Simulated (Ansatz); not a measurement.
A calculation with Ansatz 0.2.0 of BN (ASE script, structure from a CIF):

The input run.py:

```python
import json

import ase.io
import numpy as np

import ansatz as az

atoms = ase.io.read("BN.cif")
atoms.info.pop("occupancy", None)

calculation = (
    az.Crystal.from_ase(atoms)
    .calculation()
    .kpoints(7, 7, 7)
    .functional("pbesol", dispersion="d4")
    .pseudopotentials(kind="paw", source="jth", xc_functional="pbe")
    .occupations(method="tetrahedron")
    .populations(orbitals="intrinsic")
    .bader_charges()
    .forces()
    .stress()
)
outcome = calculation.run(threads=2, events_out="events.jsonl")

report = outcome.report
for line in open("events.jsonl"):
    event = json.loads(line)
    if event["event"] == "scf_iter":
        d = event["data"]
        print(f"SCF {d['iter']:3d}  HF = {d['harris_foulkes_ev']:.6f} eV  dr2 = {d['dr2_ev']:.2e} eV")
    elif event["event"] in ("relax_step", "md_step"):
        d = event["data"]
        print(f"{event['event']} {d['step']:3d}  E = {d['lagrangian_ev']:.6f} eV")
np.set_printoptions(precision=5, suppress=True, linewidth=110)
print("converged:", report["converged"], "after", report["n_iterations"], "iterations")
print(f"free energy {report['free_energy_ev']:.6f} eV, Fermi level {report['fermi_energy_ev']:.4f} eV")
for key in ("band_edges_ev", "magnetization_mub", "site_moments_mub", "site_moments_nc_mub", "forces_ev_ang",
                "stress_gpa"):
    if report.get(key) is not None:
        print(key, np.array(report[key]), sep="\n")
```

File BN.cif:

```cif
data_BN
_cell_length_a 3.62600200
_cell_length_b 3.62600200
_cell_length_c 3.62600200
_cell_angle_alpha 90.00000000
_cell_angle_beta 90.00000000
_cell_angle_gamma 90.00000000
_space_group_name_H-M_alt 'F-43m'
_space_group_name_Hall 'F -4 2 3'
_space_group_IT_number 216
loop_
_space_group_symop_operation_xyz
'x,y,z'
'y,-x,-z'
'-x,-y,z'
'-y,x,-z'
'x,-y,-z'
'y,x,z'
'-x,y,-z'
'-y,-x,z'
'z,x,y'
'-z,y,-x'
'z,-x,-y'
'-z,-y,x'
'-z,x,-y'
'z,y,x'
'-z,-x,y'
'z,-y,-x'
'y,z,x'
'-x,-z,y'
'-y,z,-x'
'x,-z,-y'
'-y,-z,x'
'x,z,y'
'y,-z,-x'
'-x,z,-y'
'x,y+1/2,z+1/2'
'y,-x+1/2,-z+1/2'
'-x,-y+1/2,z+1/2'
'-y,x+1/2,-z+1/2'
'x,-y+1/2,-z+1/2'
'y,x+1/2,z+1/2'
'-x,y+1/2,-z+1/2'
'-y,-x+1/2,z+1/2'
'z,x+1/2,y+1/2'
'-z,y+1/2,-x+1/2'
'z,-x+1/2,-y+1/2'
'-z,-y+1/2,x+1/2'
'-z,x+1/2,-y+1/2'
'z,y+1/2,x+1/2'
'-z,-x+1/2,y+1/2'
'z,-y+1/2,-x+1/2'
'y,z+1/2,x+1/2'
'-x,-z+1/2,y+1/2'
'-y,z+1/2,-x+1/2'
'x,-z+1/2,-y+1/2'
'-y,-z+1/2,x+1/2'
'x,z+1/2,y+1/2'
'y,-z+1/2,-x+1/2'
'-x,z+1/2,-y+1/2'
'x+1/2,y,z+1/2'
'y+1/2,-x,-z+1/2'
'-x+1/2,-y,z+1/2'
'-y+1/2,x,-z+1/2'
'x+1/2,-y,-z+1/2'
'y+1/2,x,z+1/2'
'-x+1/2,y,-z+1/2'
'-y+1/2,-x,z+1/2'
'z+1/2,x,y+1/2'
'-z+1/2,y,-x+1/2'
'z+1/2,-x,-y+1/2'
'-z+1/2,-y,x+1/2'
'-z+1/2,x,-y+1/2'
'z+1/2,y,x+1/2'
'-z+1/2,-x,y+1/2'
'z+1/2,-y,-x+1/2'
'y+1/2,z,x+1/2'
'-x+1/2,-z,y+1/2'
'-y+1/2,z,-x+1/2'
'x+1/2,-z,-y+1/2'
'-y+1/2,-z,x+1/2'
'x+1/2,z,y+1/2'
'y+1/2,-z,-x+1/2'
'-x+1/2,z,-y+1/2'
'x+1/2,y+1/2,z'
'y+1/2,-x+1/2,-z'
'-x+1/2,-y+1/2,z'
'-y+1/2,x+1/2,-z'
'x+1/2,-y+1/2,-z'
'y+1/2,x+1/2,z'
'-x+1/2,y+1/2,-z'
'-y+1/2,-x+1/2,z'
'z+1/2,x+1/2,y'
'-z+1/2,y+1/2,-x'
'z+1/2,-x+1/2,-y'
'-z+1/2,-y+1/2,x'
'-z+1/2,x+1/2,-y'
'z+1/2,y+1/2,x'
'-z+1/2,-x+1/2,y'
'z+1/2,-y+1/2,-x'
'y+1/2,z+1/2,x'
'-x+1/2,-z+1/2,y'
'-y+1/2,z+1/2,-x'
'x+1/2,-z+1/2,-y'
'-y+1/2,-z+1/2,x'
'x+1/2,z+1/2,y'
'y+1/2,-z+1/2,-x'
'-x+1/2,z+1/2,-y'
loop_
_atom_site_label
_atom_site_type_symbol
_atom_site_symmetry_multiplicity
_atom_site_Wyckoff_symbol
_atom_site_fract_x
_atom_site_fract_y
_atom_site_fract_z
_atom_site_occupancy
N1 N 4 d 0.2500000000 0.2500000000 0.7500000000 1
B1 B 4 a 0.0000000000 0.0000000000 0.0000000000 1
```

Potentials or basis: JTH PAW.

Launch:

```sh
$ python run.py
```

The cell is a database's computed one.

Question: Write the same calculation in another form: native input, structure typed inline.

Answer: As run:

input.yaml

```yaml
crystal:
  lattice:
    - [3.626002, 0.0, 0.0]
    - [0.0, 3.626002, 0.0]
    - [0.0, 0.0, 3.626002]
  atoms:
    - { symbol: "N", position: [0.25, 0.25, 0.75] }
    - { symbol: "N", position: [0.25, 0.75, 0.25] }
    - { symbol: "N", position: [0.75, 0.75, 0.75] }
    - { symbol: "N", position: [0.75, 0.25, 0.25] }
    - { symbol: B, position: [0.0, 0.0, 0.0] }
    - { symbol: B, position: [0.0, 0.5, 0.5] }
    - { symbol: B, position: [0.5, 0.0, 0.5] }
    - { symbol: B, position: [0.5, 0.5, 0.0] }
hamiltonian:
  xc: pbesol
  pseudopotentials: { kind: paw, source: jth, xc_functional: pbe }
  dispersion: d4
kpoints:
  mp_grid: { grid: [7, 7, 7] }
scf:
  occupations: { method: tetrahedron }
output:
  forces: true
  stress: true
  bader: true
  populations: intrinsic
  write_density: true
  write_potential: true
  elf: true
  volumetric_format: npy
```

Potentials or basis: JTH PAW.

Command:

```console
$ ansatz run input.yaml --threads 2 --pin off --max-ram 5120MiB --backend cpu --events-out ev --progress --plain --runs-dir out
```

Both were run:

|  | ASE script, structure from a CIF | native input, structure typed inline |
| --- | --- | --- |
| Pressure | -9.4 GPa | -9.4 GPa |
| Band gap on the k mesh | 4.26 eV | 4.26 eV |
| Bader charges | N -2.17; B +2.17 e | N -2.17; B +2.17 e |

Keys that steer only the numerical path or the files written may differ.

Caveat: odd divisions of the mesh miss points on the zone boundary, where band edges often lie, so the gap on the mesh can be too wide; with tetrahedron occupations forces and stress needn't match the slope of the energy.
